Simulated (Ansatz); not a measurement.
NbAs:

```
CELL_PARAMETERS angstrom
-1.72585 1.72585 5.84000
1.72585 -1.72585 5.84000
1.72585 1.72585 -5.84000
ATOMIC_POSITIONS crystal
Nb 0.50000 0.00000 0.50000
Nb 0.75000 0.75000 0.00000
As 0.91600 0.41600 0.50000
As 0.16600 0.16600 0.00000
```

- Program: Ansatz 0.2.0
- Task: relaxation of cell and atoms
- Functional: r2SCAN
- Potentials or basis: Ansatz PAW
- Cutoff: 500 eV (not typed: the program's choice for these potentials)
- k mesh: 11 × 11 × 11
- Occupations: fermi-dirac, width 0.05 eV
- Spin: no spin polarisation

At the start: volume 17.39 Å³/atom.

Question: How do energy, volume and symmetry change on relaxing?

Answer: It ends after 5 steps and the volume is 17.59 Å³/atom (+1.1 %); space group I4_1md (No. 109, to 0.05 Å).

The path:
```csv
step,energy change (eV),largest force (eV/Å),volume (Å³)
1,0.0000,0.2807,69.58
2,-0.0045,0.1189,71.19
3,-0.0113,0.0069,70.39
4,-0.0114,0.0043,70.36
5,-0.0117,0.0042,70.36
```

Final structure:
```
CELL_PARAMETERS angstrom
-1.72878 1.72878 5.88514
1.72878 -1.72878 5.88514
1.72878 1.72878 -5.88514
ATOMIC_POSITIONS crystal
Nb 0.49914 0.99914 0.50000
Nb 0.74914 0.74914 0.00000
As 0.91686 0.41686 0.50000
As 0.16686 0.16686 0.00000
```

Caveat: the plane-wave basis is chosen anew once the cell has moved, so the energies of steps on either side of that aren't comparable; the PAW data sets come from PBE, with cores solved anew for the run's functional, which leaves a small shift of forces and pressure.
